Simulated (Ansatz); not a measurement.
# CaSe: the cell at several levels of theory

One table from this session's results is given with a row withheld; the runs are named, their logs left out.

The runs shown are made with Ansatz 0.2.0. PAW datasets, plane waves, zero pressure. Calculated at 0 K for a non-magnetic cell.

## The system as given

The symmetry is Fm-3m (No. 225, cubic); a = 5.940 Å in the conventional setting, 26.20 Å³ an atom. Ca has 6 Se at 2.97 Å; Se has 6 Ca at 2.97 Å.

Structure file:

```cif
data_structure
_symmetry_space_group_name_H-M 'Fm-3m'
_symmetry_Int_Tables_number 225
_cell_length_a 5.9405
_cell_length_b 5.9405
_cell_length_c 5.9405
_cell_angle_alpha 90.000
_cell_angle_beta 90.000
_cell_angle_gamma 90.000
_cell_volume 209.63
loop_
_atom_site_label
_atom_site_type_symbol
_atom_site_symmetry_multiplicity
_atom_site_Wyckoff_symbol
_atom_site_fract_x
_atom_site_fract_y
_atom_site_fract_z
_atom_site_occupancy
Ca1 Ca 4 a 0.00000 0.00000 0.00000 1
Se1 Se 4 b 0.50000 0.00000 0.00000 1
```

Set-up of the first run:

File input.yaml:

```yaml
crystal:
  lattice:
    - [0.0, 2.9702381052, 2.9702381052]
    - [2.9702381052, 0.0, 2.9702381052]
    - [2.9702381052, 2.9702381052, 0.0]
  atoms:
    - { symbol: Ca, position: [0.0, 0.0, 0.0] }
    - { symbol: Se, position: [0.5, 0.5, 0.5] }
kpoints:
  mp_grid: { grid: [6, 6, 6] }
hamiltonian:
  xc: pbe
scf:
  occupations: { method: fermi_dirac, width: 0.02 }
relax:
  f_tol: 0.005
  cell: {}
```

The run is started by

```sh
ansatz run input.yaml --threads 2 --pin off --max-ram 29491MiB --backend cpu --events-out ev --progress --plain --runs-dir out
```

Steps of the session up to this table: Relaxing with PBE; Relaxing with r2SCAN; Relaxing with PBEsol; Relaxing with LDA; Relaxation with HSE06.

One of the session's tables, all rows but one given; the rest of the session is left out.

| level | a (Å) | volume (Å³/atom) |
| --- | --- | --- |
| PBE | ? | ? |
| r2SCAN | 5.935 | 26.133 |
| PBEsol | 5.869 | 25.268 |
| LDA | 5.792 | 24.289 |
| HSE06 | 5.946 | 26.274 |

**Question.** Estimate the row for PBE.

As computed: a (Å): 5.959; volume (Å³/atom): 26.444. In the column «a (Å)» it is the highest.

The volume runs from LDA (least) to PBE (most), a spread of 8.9 %, or 2.9 % in length if all axes shared it alike. The meshes differ: PBE 6×6×6, r2SCAN 6×6×6, PBEsol 6×6×6, LDA 6×6×6, HSE06 4×4×4.
